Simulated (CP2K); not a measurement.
Crystal: GaN.

```
Ga N
1.0
     3.18693    0.00000    0.00000
     1.59347    2.75996    0.00000
     1.59347    0.91999    2.60212
Ga N
1 1
Direct
  0.00000 0.00000 0.00000
  0.25000 0.25000 0.25000
```

The cell is a database's computed one.

Base run:

* Program: CP2K 2026.2
* Functional: PBE
* Potentials or basis: GTH_SOC_POTENTIALS Ga GTH-PBE-q13, N GTH-PBE-q5; DZVP-MOLOPT-SR-GTH basis
* Density cutoff: 6123 eV
* k mesh: 10 × 10 × 10
* Occupations: fermi-dirac, width 0.05 eV
* Spin: spin-orbit coupling, no magnetisation

Its results: pressure 7.5 GPa.

Question: The run is repeated on the same cell with these changes: functional from PBE to HLE16. What comes out?

Answer: Pressure -25.6 GPa.

Caveats: the basis of atomic orbitals isn't converged, which shifts pressures, moduli and gaps; the real-space grid breaks the cell's symmetry a little; the potentials were made for a functional far from this one (some runs); the potentials were made for another functional, which shifts forces and pressure (some runs).
